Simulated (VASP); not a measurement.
## Ga12As11 (a cell with a defect): single point with PBEsol

Ga12As11 (a cell with a defect):

```
Ga As
1.0
     0.00000    8.48055    8.48055
     5.65370    0.00000    5.65370
     5.65370    5.65370    0.00000
Ga As
12 11
Cartesian
  0.0000 0.0000 0.0000
  2.8268 2.8268 0.0000
  2.8268 0.0000 2.8268
  5.6537 2.8268 2.8268
  0.0000 2.8268 2.8268
  2.8268 5.6537 2.8268
  2.8268 2.8268 5.6537
  5.6537 5.6537 5.6537
  0.0000 5.6537 5.6537
  2.8268 8.4806 5.6537
  2.8268 5.6537 8.4806
  5.6537 8.4806 8.4806
  4.2403 4.2403 1.4134
  4.2403 1.4134 4.2403
  7.0671 4.2403 4.2403
  1.4134 4.2403 4.2403
  4.2403 7.0671 4.2403
  4.2403 4.2403 7.0671
  7.0671 7.0671 7.0671
  1.4134 7.0671 7.0671
  4.2403 9.8940 7.0671
  4.2403 7.0671 9.8940
  7.0671 9.8940 9.8940
```

| Quantity | Value |
| --- | --- |
| Program | VASP 6.6.1 |
| Task | single point |
| Functional | PBEsol |
| Potentials or basis | VASP PAW PBE potentials, release 64 (Ga_d, As) |
| Cutoff | 350 eV |
| k mesh | 2 × 2 × 2 |
| Occupations | gaussian, width 0.03 eV |
| Spin | collinear spin, ferromagnetic start |
| Starting moments | [0.1, 0.1, 0.1, 0.0, 0.1, 0.0, 0.0, 0.0, 0.0, 0.0, 0.0, 0.0, 0.0, 0.0, 0.0, 0.0, 0.0, 0.0, 0.0, 0.0, 0.0, 0.0, 0.0] μB |
| Dq | 1 |
| Further INCAR settings | LREAL = Auto; ALGO = Normal; EDIFF = 1e-05; NELECT = 210.0 |

```json
{"Largest force": "0.463 eV/Å", "Band gap on the k mesh": "0.13 eV, indirect (least direct gap 0.36 eV)", "Net moment": "0.00 μB per cell", "Valence electrons inside the program's atomic spheres": "Ga 11.57, 11.66, 11.55; As 2.81, 2.82, 2.83"}
```

Forces in eV/Å, atoms in the order of the input:
```
Ga  -0.098 -0.064 -0.064
Ga   0.139  0.134 -0.193
Ga   0.139 -0.193  0.134
Ga   0.092 -0.067 -0.067
Ga  -0.277  0.223  0.223
Ga  -0.076  0.135 -0.058
Ga  -0.076 -0.058  0.135
Ga   0.055  0.061  0.061
Ga  -0.254  0.135  0.135
Ga  -0.074  0.274 -0.046
Ga  -0.074 -0.046  0.274
Ga   0.101 -0.002 -0.002
As  -0.056 -0.012  0.193
As  -0.056  0.193 -0.012
As  -0.228  0.054  0.054
As   0.333 -0.227 -0.227
As   0.221 -0.259 -0.208
As   0.221 -0.208 -0.259
As   0.007 -0.012 -0.012
As   0.189 -0.038 -0.038
As  -0.122 -0.151  0.145
As  -0.122  0.145 -0.151
As   0.016 -0.016 -0.016
```

Levels at points of the mesh, in eV from the valence-band top:
Spin up:
```tsv
k point	band 101	band 102	band 103	band 104	band 105	band 106	band 107	band 108	band 109	band 110
(0.00, 0.00, 0.00)	-0.69	-0.69	-0.26	-0.02	0.00	0.89	1.10	1.19	1.39	1.54
(0.50, 0.00, 0.00)	-0.84	-0.54	-0.51	-0.14	-0.14	0.35	1.24	1.39	1.67	1.72
(0.00, 0.50, 0.00)	-1.19	-0.88	-0.56	-0.43	-0.42	0.35	1.42	1.69	1.89	2.03
(0.50, 0.00, 0.50)	-1.20	-1.13	-0.80	-0.66	-0.23	0.13	0.99	1.88	2.41	2.42
(0.00, 0.50, 0.50)	-1.16	-1.02	-0.85	-0.42	-0.24	0.17	1.13	1.93	2.16	2.29
(0.50, 0.50, 0.50)	-1.02	-1.00	-0.84	-0.73	-0.24	0.19	1.07	1.83	2.35	2.39
```
Spin down:
```csv
k point,band 102,band 103,band 104,band 105,band 106,band 107,band 108,band 109
"(0.00, 0.00, 0.00)",-0.69,-0.26,-0.02,0.00,0.89,1.10,1.19,1.39
"(0.50, 0.00, 0.00)",-0.54,-0.51,-0.14,-0.14,0.35,1.24,1.39,1.67
"(0.00, 0.50, 0.00)",-0.88,-0.56,-0.43,-0.42,0.35,1.42,1.69,1.89
"(0.50, 0.00, 0.50)",-1.13,-0.80,-0.66,-0.23,0.13,0.99,1.88,2.41
"(0.00, 0.50, 0.50)",-1.02,-0.85,-0.42,-0.24,0.17,1.13,1.93,2.16
"(0.50, 0.50, 0.50)",-1.00,-0.84,-0.73,-0.24,0.19,1.07,1.83,2.35
```

Wall time 12 min on 1 thread of Intel(R) Xeon(R) Platinum 8488C (Sapphire Rapids), with other jobs on the host, peak memory 0.76 GiB.

Caveat: the k mesh is coarse (spacing up to 0.48 Å⁻¹), so the values aren't converged; the cell is charged against a uniform background, so pressure and absolute levels hang on convention; the PAW data sets were made with another functional, which shifts forces and pressure a little. A hybrid or GW would open this gap; PBEsol tends to underestimate it.
